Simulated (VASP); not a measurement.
# Mo in VASP: further runs

One slab, Mo, is run at these levels: PBEsol; tasks: single point, relaxation of the atoms.

Program: VASP 6.6.1. These are calculated values, not measurements. Logs are shortened: lines on timing, memory, paths and dates and some standing lists are left out, and cuts for length are marked.

**1. The structure**

The cell holds a slab with vacuum, 6 atoms: a = 2.711 Å, b = 2.711 Å, c = 26.069 Å, α = 90.00°, β = 90.00°, γ = 109.47°.

The slab is cut from a database's or a generator's crystal, which needn't be the stable form of the element.

**2. Single point, PBEsol**

Contents of INCAR:

```
SYSTEM = Mo
PREC     = Accurate       ! precision mode
ENCUT    = 520            ! plane-wave cutoff, eV
EDIFF    = 1E-6           ! SCF threshold, eV
ISMEAR   = 1              ! smearing method
SIGMA    = 0.1            ! smearing width, eV
LREAL    = .FALSE.        ! projectors in reciprocal space
LASPH    = .TRUE.         ! aspherical terms in the spheres
NELM     = 80             ! most SCF steps
ALGO     = Normal         ! electronic algorithm
ISIF     = 2              ! what is computed and relaxed
LWAVE    = .FALSE.        ! write WAVECAR
LCHARG   = .FALSE.        ! write CHGCAR
LDIPOL   = .TRUE.       
IDIPOL   = 3            
DIPOL    = 0.5 0.5 0.500
GGA      = PS             ! functional
LVHAR    = .TRUE.       
LVACPOTAV= .TRUE.       
ICORELEVEL= 1            
KPAR     = 4
```

Contents of KPOINTS:

```
regular mesh
0
G
  15 15 1
  0 0 0
```

Contents of POSCAR:

```
Mo
1.0
    2.7112293600      0.0000000000      0.0000000000
   -0.9037431200      2.5561715500      0.0000000000
    0.0000000000      0.0000000000     26.0685475100
Mo
6
Direct
    0.5000000000      0.5000000000      0.2877030300
    0.0000000000      0.0000000000      0.3726218200
    0.5000000000      0.5000000000      0.4575406100
    0.0000000000      0.0000000000      0.5424593900
    0.5000000000      0.5000000000      0.6273781800
    0.0000000000      0.0000000000      0.7122969700
```

Potentials or basis: VASP PAW PBE potentials, release 64 (Mo_sv).

Launch:

```sh
$ cat potpaw_PBE.64/Mo_sv/POTCAR > POTCAR
$ mpirun -np 4 vasp_std > vasp.out
```

OUTCAR:

```text
SYSTEM = Mo
   PREC = Accurate
   ENCUT = 520
   EDIFF = 1E-6
   ISMEAR = 1
   LREAL = .FALSE.
   LASPH = .TRUE.
   NELM = 80
   ISIF = 2
   GGA = PS

 ion  position               nearest neighbor table
   1  0.500  0.500  0.288-   2 2.71   2 2.71   2 3.13   2 3.13
   2  0.000  0.000  0.373-   1 2.71   1 2.71   3 2.71   3 2.71   1 3.13   1 3.13   3 3.13   3 3.13

   3  0.500  0.500  0.458-   4 2.71   4 2.71   2 2.71   2 2.71   4 3.13   4 3.13   2 3.13   2 3.13

   4  0.000  0.000  0.542-   3 2.71   3 2.71   5 2.71   5 2.71   3 3.13   3 3.13   5 3.13   5 3.13

   5  0.500  0.500  0.627-   6 2.71   6 2.71   4 2.71   4 2.71   6 3.13   6 3.13   4 3.13   4 3.13

   6  0.000  0.000  0.712-   5 2.71   5 2.71   5 3.13   5 3.13

  LATTYP: Found a base centered orthorhombic cell.
 ALAT       =     3.1306579981
 B/A-ratio  =     1.4142135632
 C/A-ratio  =     8.3268589307

  Lattice vectors:

 A1 = (   2.7112293600,   0.0000000000,   0.0000000000)
 A2 = (  -0.9037431200,   2.5561715500,   0.0000000000)
 A3 = (   0.0000000000,   0.0000000000,  26.0685475100)

Analysis of symmetry for initial positions (statically):
=====================================================================
 Subroutine PRICEL returns:
 Original cell was already a primitive cell.

 Routine SETGRP: Setting up the symmetry group for a
 base centered orthorhombic supercell.

 Subroutine GETGRP returns: Found  8 space group operations
 (whereof  4 operations were pure point group operations)
 out of a pool of  8 trial point group operations.

The static configuration has the point symmetry C_2v.
 The point group associated with its full space group is D_2h.

Analysis of symmetry for dynamics (positions and initial velocities):
=====================================================================
 Subroutine PRICEL returns:
 Original cell was already a primitive cell.

 Routine SETGRP: Setting up the symmetry group for a
 base centered orthorhombic supercell.

 Subroutine GETGRP returns: Found  8 space group operations
 (whereof  4 operations were pure point group operations)
 out of a pool of  8 trial point group operations.

The dynamic configuration has the point symmetry C_2v.
 The point group associated with its full space group is D_2h.

 Subroutine INISYM returns: Found  8 space group operations
 (whereof  4 operations are pure point group operations),
 and found     1 'primitive' translations

----------------------------------------------------------------------------------------

                                     Primitive cell

  volume of cell :     180.6646

  direct lattice vectors                    reciprocal lattice vectors
     2.711229360  0.000000000  0.000000000     0.368836372  0.130403350  0.000000000
    -0.903743120  2.556171550  0.000000000     0.000000000  0.391210050  0.000000000
     0.000000000  0.000000000 26.068547510     0.000000000  0.000000000  0.038360403

  length of vectors
     2.711229360  2.711229356 26.068547510     0.391210049  0.391210050  0.038360403

  position of ions in fractional coordinates (direct lattice)
     0.500000000  0.500000000  0.287703030
     0.000000000  0.000000000  0.372621820
     0.500000000  0.500000000  0.457540610
     0.000000000  0.000000000  0.542459390
     0.500000000  0.500000000  0.627378180
     0.000000000  0.000000000  0.712296970

  ion indices of the primitive-cell ions
   primitive index   ion index
                 1           1
                 2           2
                 3           3
                 4           4
                 5           5
                 6           6

----------------------------------------------------------------------------------------

 KPOINTS: regular mesh

Automatic generation of k-mesh.
 Grid dimensions read from file:
 generate k-points for:   15   15    1

 Generating k-lattice:

  Cartesian coordinates                     Fractional coordinates (reciprocal lattice)
     0.024589091  0.008693557  0.000000000     0.066666667  0.000000000  0.000000000
     0.000000000  0.026080670  0.000000000     0.000000000  0.066666667  0.000000000
     0.000000000  0.000000000  0.038360403     0.000000000  0.000000000  1.000000000

  Length of vectors
     0.026080670  0.026080670  0.038360403

  Shift w.r.t. Gamma in fractional coordinates (k-lattice)
     0.000000000  0.000000000  0.000000000

 Subroutine IBZKPT returns following result:
 ===========================================

 Found     64 irreducible k-points:

 Following reciprocal coordinates:
            Coordinates               Weight
  0.000000  0.000000  0.000000      1.000000
  0.066667 -0.000000  0.000000      4.000000
  0.133333 -0.000000  0.000000      4.000000
  0.200000 -0.000000  0.000000      4.000000
  0.266667 -0.000000  0.000000      4.000000
  0.333333 -0.000000  0.000000      4.000000
[... 16 lines left out ...]
  0.133333  0.133333  0.000000      2.000000
  0.200000  0.133333  0.000000      4.000000
 [... further k-points ...]
   k-points           NKPTS =     64   k-points in BZ     NKDIM =     64   number of bands    NBANDS=     50
   number of dos      NEDOS =    301   number of ions     NIONS =      6
   total plane-waves  NPLWV =  78400
   dimension x,y,z NGX =    20 NGY =   20 NGZ =  196
   dimension x,y,z NGXF=    40 NGYF=   40 NGZF=  392
   ions per type =               6
   NGX,Y,Z   is equivalent  to a cutoff of  12.26, 12.26, 12.50 a.u.
   NGXF,Y,Z  is equivalent  to a cutoff of  24.53, 24.53, 25.00 a.u.
 SYSTEM =  Mo
   PREC   = accura    normal or accurate (medium, high low for compatibility)
   ISTART =      0    job   : 0-new  1-cont  2-samecut
   ICHARG =      2    charge: 1-file 2-atom 10-const
   ISPIN  =      1    spin polarized calculation?
   LNONCOLLINEAR =      F non collinear calculations
   LSORBIT =      F    spin-orbit coupling
   LASPH  =      T    aspherical Exc in radial PAW
   ENCUT  =  520.0 eV  38.22 Ry    6.18 a.u.   5.04  5.04 48.47*2*pi/ulx,y,z
   NELM   =     80;   NELMIN=  2; NELMDL= -5     # of ELM steps
   EDIFF  = 0.1E-05   stopping-criterion for ELM
   LREAL  =      F    real-space projection
   EDIFFG = 0.1E-04   stopping-criterion for IOM
   NSW    =      0    number of steps for IOM
   IBRION =     -1    ionic relax: 0-MD 1-quasi-New 2-CG
   NFREE  =      0    steps in history (QN), initial steepest desc. (CG)
   ISIF   =      2    stress and relaxation
   ISYM   =      2    0-nonsym 1-usesym 2-fastsym
   POTIM  = 0.5000    time-step for ionic-motion
   TEBEG  =    0.0;   TEEND  =   0.0 temperature during run
   PSTRESS=    0.0 pullay stress
   NELECT =      84.0000    total number of electrons
   NUPDOWN=      -1.0000    fix difference up-down
   EMIN   =  10.00;   EMAX   =-10.00  energy-range for DOS
   EFERMI =   0.00;   METHOD = LEGACY
   ISMEAR =     1;   SIGMA  =   0.10  broadening in eV -4-tet -1-fermi 0-gaus
   EFERMI_NEDOS =   21; number of points for ismear=-14 and -15
   IALGO  =     38    algorithm
   IMIX   =      4    mixing-type and parameters
     AMIX     =   0.40;   BMIX     =  1.00
     AMIX_MAG =   1.60;   BMIX_MAG =  1.00
  volume/ion in A,a.u.               =      30.11       203.20
  Fermi-wavevector in a.u.,A,eV,Ry     =   1.268266  2.396675 21.884941  1.608498
  Thomas-Fermi vector in A             =   2.401370
   LORBIT       =      0    0 simple, 1 ext, 2 COOP (PROOUT), +10 PAW based schemes
   GGA     = PS    functional components
   LHFCALC =     F    Hartree Fock is set to
   AEXX    =    0.0000 exact exchange contribution
   IVDW    =     0    specifies the selected vdW correction
   LEPSILON=     F    determine dielectric tensor
   LRPA    =     F    only Hartree local field effects (RPA)
 non-spin polarized calculation
 Methfessel and Paxton  Order N= 1 SIGMA  =   0.10
  energy-cutoff  :      520.00
  volume of cell :      180.66
 maximum number of plane-waves:      4914
   NGX = 11   NGY = 11   NGZ = 97

 dipolmoment           0.000000      0.000000      0.000000 electrons x Angstroem

 number of electron      83.9999993 magnetization

 dipolmoment           0.000000      0.000000     -0.000000 electrons x Angstroem

 Free energy of the ion-electron system (eV)
  ---------------------------------------------------
  ext. energy  EPLUGINS =         0.00000000
  ---------------------------------------------------
  free energy    TOTEN  =       -67.91309179 eV

  energy without entropy =      -67.91214206  energy(sigma->0) =      -67.91277521

 the core state eigenenergies are
   1-  1s -19811.8313  2s  -2791.9318  2p  -2494.9405  3s   -469.0971  3p   -371.8040
       3d   -213.6257
   2-  1s -19811.8153  2s  -2791.9968  2p  -2494.9971  3s   -469.1917  3p   -371.8987
       3d   -213.7227
   3-  1s -19811.7393  2s  -2791.9264  2p  -2494.9259  3s   -469.1272  3p   -371.8342
       3d   -213.6580
   4-  1s -19811.7393  2s  -2791.9264  2p  -2494.9259  3s   -469.1272  3p   -371.8342
       3d   -213.6580
   5-  1s -19811.8153  2s  -2791.9968  2p  -2494.9971  3s   -469.1917  3p   -371.8987
       3d   -213.7227
   6-  1s -19811.8313  2s  -2791.9318  2p  -2494.9405  3s   -469.0971  3p   -371.8040
       3d   -213.6257

 E-fermi :   4.2100     XC(G=0):  -7.7732

 val. band max:        4.2057844337   @ k =   0.4667   0.1333   0.0000
 cond. band min:       4.2161303160   @ k =  -0.2667   0.2000   0.0000
 fundamental gap:      0.0103458823
 Fermi energy:         4.2100074467

 k-point     1 :       0.0000    0.0000    0.0000
  band No.  band energies     occupation
      1     -56.9613      2.00000
      2     -56.9228      2.00000
      3     -56.8277      2.00000
      4     -56.7290      2.00000
      5     -56.6678      2.00000
      6     -56.6612      2.00000
[... 42 lines left out ...]
     49       5.7580     -0.00000
     50       5.7583     -0.00000

 k-point     2 :       0.0667   -0.0000    0.0000
  band No.  band energies     occupation
      1     -56.9526      2.00000
      2     -56.9151      2.00000
      3     -56.8214      2.00000
      4     -56.7243      2.00000
      5     -56.6628      2.00000
      6     -56.6568      2.00000
[... 1158 lines left out ...]
 k-point    24 :       0.2000    0.1333    0.0000
  band No.  band energies     occupation
      1     -56.8335      2.00000
      2     -56.8156      2.00000
      3     -56.7496      2.00000
      4     -56.6843      2.00000
      5     -56.6091      2.00000
      6     -56.6086      2.00000
[... 42 lines left out ...]
     49       6.0190     -0.00000
     50       6.3228      0.00000

 [... further k-points ...]
[... 5 lines left out ...]
  --------------------------------------------------------------------------------------
  -------------------------------------------------------------------------------------
  Total       -4.6001238     -4.4722252     -2.8292497      0.1808760      0.0000000      0.0000000
  in kB      -40.7950072    -39.6607712    -25.0904682      1.6040518      0.0000000      0.0000000
  external PRESSURE =     -35.1820822 kB  Pullay stress =       0.0000000 kB

 VOLUME and BASIS-vectors are now :
 -----------------------------------------------------------------------------
  energy-cutoff  :      520.00
  volume of cell :      180.66
      direct lattice vectors                 reciprocal lattice vectors
     2.711229360  0.000000000  0.000000000     0.368836372  0.130403350  0.000000000
    -0.903743120  2.556171550  0.000000000     0.000000000  0.391210050  0.000000000
     0.000000000  0.000000000 26.068547510     0.000000000  0.000000000  0.038360403

 POSITION                                       TOTAL-FORCE (eV/Angst)
 -----------------------------------------------------------------------------------
      0.90374      1.27809      7.50000         0.000000      0.000000      0.663572
      0.00000      0.00000      9.71371        -0.000000      0.000000     -0.682513
      0.90374      1.27809     11.92742         0.000000      0.000000     -0.004466
      0.00000      0.00000     14.14113        -0.000000      0.000000      0.004466
      0.90374      1.27809     16.35484        -0.000000      0.000000      0.682513
      0.00000      0.00000     18.56855        -0.000000      0.000000     -0.663572
 -----------------------------------------------------------------------------------
    total drift:                               -0.000000      0.000000     -0.000000

  FREE ENERGIE OF THE ION-ELECTRON SYSTEM (eV)
  ---------------------------------------------------
  free  energy   TOTEN  =       -67.9130917893 eV

  energy  without entropy=      -67.9121420560  energy(sigma->0) =      -67.91277521

 vacuum level on the upper side and lower side of the slab         9.027         9.027
```

Wall time 4 min (4 MPI ranks of Intel Xeon Platinum 8488C (Sapphire Rapids), shared host); peak memory 0.52 GiB.

What came out:

* Free energy: -67.9131 eV
* Largest force: 0.683 eV/Å
* Band gap on the k mesh: none (metal or under the smearing width)
* Work function of the upper face: 4.82 eV
* Work function of the lower face: 4.82 eV

Forces in eV/Å, atoms in the order of the input:
```
Mo   0.000  0.000  0.664
Mo   0.000  0.000 -0.683
Mo   0.000  0.000 -0.004
Mo   0.000  0.000  0.004
Mo   0.000  0.000  0.683
Mo   0.000  0.000 -0.664
```

Core levels (eV, on the scale of the bands):
| atom | levels |
| --- | --- |
| 1 Mo | 1s -19811.8, 2s -2791.9, 2p -2494.9, 3s -469.1, 3p -371.8, 3d -213.6 |
| 2 Mo | 1s -19811.8, 2s -2792.0, 2p -2495.0, 3s -469.2, 3p -371.9, 3d -213.7 |
| 3 Mo | 1s -19811.7, 2s -2791.9, 2p -2494.9, 3s -469.1, 3p -371.8, 3d -213.7 |
| 4 Mo | 1s -19811.7, 2s -2791.9, 2p -2494.9, 3s -469.1, 3p -371.8, 3d -213.7 |
| 5 Mo | 1s -19811.8, 2s -2792.0, 2p -2495.0, 3s -469.2, 3p -371.9, 3d -213.7 |
| 6 Mo | 1s -19811.8, 2s -2791.9, 2p -2494.9, 3s -469.1, 3p -371.8, 3d -213.6 |

Caveat: the PAW data sets were made with another functional, which shifts forces and pressure a little.

**3. Relaxation of the atoms, PBEsol**

Contents of INCAR:

```
ALGO = Normal
DIPOL = 0.5 0.5 0.500
EDIFF = 1E-6
EDIFFG = -0.02
ENCUT = 520
GGA = PS
IBRION = 2
IDIPOL = 3
ISIF = 2
ISMEAR = 1
KPAR = 4
LASPH = True
LCHARG = False
LDIPOL = True
LREAL = False
LWAVE = False
NELM = 80
NSW = 80
PREC = Accurate
SIGMA = 0.1
```

Contents of KPOINTS:

```
k-points
0
Gamma
  15 15 1
```

POSCAR is that of step 2.

Potentials or basis: VASP PAW PBE potentials, release 64 (Mo_sv).

Launch:

```sh
$ cat potpaw_PBE.64/Mo_sv/POTCAR > POTCAR
$ mpirun -np 4 vasp_std > vasp.out
```

Run time: 20 min. Hardware: 4 MPI ranks of Intel Xeon Platinum 8488C (Sapphire Rapids), shared host; peak memory 0.54 GiB.

Results (log left out):

- Free energy: -67.9858 eV
- Energy gained by relaxing: 12.1 meV/atom
- Ionic steps: 12
- Largest force after relaxing: 0.003 eV/Å
- Band gap on the k mesh: none (metal or under the smearing width)

Forces on the atoms (eV/Å):
```
Mo   0.000  0.000  0.000
Mo   0.000  0.000  0.003
Mo   0.000  0.000  0.001
Mo   0.000  0.000 -0.001
Mo   0.000  0.000 -0.003
Mo   0.000  0.000  0.000
```

The path:
| step | energy change (eV) | largest force (eV/Å) | pressure (GPa) |
| --- | --- | --- | --- |
| 1 | 0.0000 | 0.6825 | -3.52 |
| 2 | -0.0575 | 0.2909 | -2.76 |
| 3 | -0.0630 | 0.2453 | -2.40 |
| 4 | -0.0681 | 0.0853 | -2.19 |
| 5 | -0.0681 | 0.0798 | -2.16 |
| 6 | -0.0693 | 0.0562 | -2.08 |
| 7 | -0.0716 | 0.0590 | -1.85 |
| 8 | -0.0701 | 0.1747 | -1.36 |
| 9 | -0.0720 | 0.0689 | -1.70 |
| 10 | -0.0726 | 0.0499 | -1.47 |
| 11 | -0.0726 | 0.0268 | -1.53 |
| 12 | -0.0727 | 0.0031 | -1.48 |

Final structure:
```
Mo
1.0
     2.71123    0.00000    0.00000
    -0.90374    2.55617    0.00000
     0.00000    0.00000   26.06855
Mo
6
Direct
  0.50000 0.50000 0.29108
  0.00000 0.00000 0.37199
  0.50000 0.50000 0.45740
  0.00000 0.00000 0.54260
  0.50000 0.50000 0.62801
  0.00000 0.00000 0.70893
```

Levels at points of the mesh, in eV from the Fermi level:
```tsv
k point	band 39	band 40	band 41	band 42	band 43	band 44	band 45	band 46
(0.00, 0.00, 0.00)	-1.29	-1.26	-1.22	-0.67	-0.46	0.51	0.75	1.17
```

Caveat: the PAW data sets were made with another functional, which shifts forces and pressure a little.

**4. Single point, PBEsol**

Contents of INCAR:

```
SYSTEM = Mo
PREC     = Accurate       ! precision mode
ENCUT    = 520            ! plane-wave cutoff, eV
EDIFF    = 1E-6           ! SCF threshold, eV
ISMEAR   = 1              ! smearing method
SIGMA    = 0.1            ! smearing width, eV
LREAL    = .FALSE.        ! projectors in reciprocal space
LASPH    = .TRUE.         ! aspherical terms in the spheres
NELM     = 80             ! most SCF steps
ALGO     = Normal         ! electronic algorithm
ISIF     = 2              ! what is computed and relaxed
LWAVE    = .FALSE.        ! write WAVECAR
LCHARG   = .FALSE.        ! write CHGCAR
LDIPOL   = .TRUE.       
IDIPOL   = 3            
DIPOL    = 0.5 0.5 0.500
GGA      = PS             ! functional
LVHAR    = .TRUE.       
LVACPOTAV= .TRUE.       
ICORELEVEL= 1            
KPAR     = 4
```

Contents of KPOINTS:

```
regular mesh
0
G
  15 15 1
  0 0 0
```

Contents of POSCAR:

```
Mo                                      
1.0
    2.7112293600      0.0000000000      0.0000000000
   -0.9037431200      2.5561715500      0.0000000000
    0.0000000000      0.0000000000     26.0685475100
  Mo            
     6
Direct
     0.5000000000000000    0.5000000000000000    0.2910750411192059
     0.0000000000000000    0.0000000000000000    0.3719873133183000
     0.5000000000000000    0.5000000000000000    0.4574036939666036
     0.0000000000000000    0.0000000000000000    0.5425963060333963
     0.5000000000000000    0.5000000000000000    0.6280126866817001
     0.0000000000000000    0.0000000000000000    0.7089249588807941
```

Launch:

```sh
$ cat potpaw_PBE.64/Mo_sv/POTCAR > POTCAR
$ mpirun -np 4 vasp_std > vasp.out
```

Run time: 4.6 min. Hardware: 4 MPI ranks of Intel Xeon Platinum 8488C (Sapphire Rapids), shared host; peak memory 0.52 GiB.

The run converged. Its results:

* Free energy: -67.9858 eV
* Band gap on the k mesh: none (metal or under the smearing width)
* Work function of the upper face: 4.68 eV
* Work function of the lower face: 4.68 eV

Forces in eV/Å, atoms in the order of the input:
```
Mo   0.000  0.000  0.000
Mo   0.000  0.000  0.003
Mo   0.000  0.000  0.000
Mo   0.000  0.000  0.000
Mo   0.000  0.000 -0.003
Mo   0.000  0.000  0.000
```

Levels at points of the mesh, in eV from the Fermi level:
```csv
k point,band 40,band 41,band 42,band 43,band 44,band 45
"(0.00, 0.00, 0.00)",-1.26,-1.22,-0.67,-0.46,0.51,0.75
```

Core levels (eV, on the scale of the bands):
```
atom                                                                levels
1 Mo  1s -19811.7, 2s -2791.8, 2p -2494.8, 3s -469.0, 3p -371.7, 3d -213.5
2 Mo  1s -19811.7, 2s -2791.9, 2p -2494.9, 3s -469.1, 3p -371.8, 3d -213.6
3 Mo  1s -19811.7, 2s -2791.9, 2p -2494.9, 3s -469.1, 3p -371.8, 3d -213.6
4 Mo  1s -19811.7, 2s -2791.9, 2p -2494.9, 3s -469.1, 3p -371.8, 3d -213.6
5 Mo  1s -19811.7, 2s -2791.9, 2p -2494.9, 3s -469.1, 3p -371.8, 3d -213.6
6 Mo  1s -19811.7, 2s -2791.8, 2p -2494.8, 3s -469.0, 3p -371.7, 3d -213.5
```

Caveat: the PAW data sets were made with another functional, which shifts forces and pressure a little.
